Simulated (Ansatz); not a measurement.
System: wurtzite BeO. Method: HSE06 (plane waves, PAW; Ansatz, a quantum-chemistry and plane-wave program).

Run with plane-wave cutoff 460 eV, 12×12×6 k mesh (along the axes of the cell as run), Fermi–Dirac smearing 0.01 eV, scalar-relativistic PAW data made under PBE.

The cell has the measured lattice parameters. Conventional cell: a = 2.6980 Å, b = 2.6980 Å, c = 4.3800 Å, α = 90.00°, β = 90.00°, γ = 120.00°.

```
CELL_PARAMETERS angstrom
     -1.34900    -2.33654     0.00000
     -1.34900     2.33654     0.00000
      0.00000     0.00000     4.38000
ATOMIC_POSITIONS crystal
  Be 0.66667 0.33333 0.50000
  Be 0.33333 0.66667 0.00000
  O  0.66667 0.33333 0.87800
  O  0.33333 0.66667 0.37800
```

Problem. List the 10 lowest band energies at Γ above −25 eV (eV, relative to the valence band maximum), grouping those that round alike.

Solution. At Γ: -20.34, -18.42, -6.70, -1.10 (×2), -0.06 (×2), 0.00, 9.48, 13.65.

Note: cell and atoms aren't relaxed at this level (pressure -3.1 GPa).
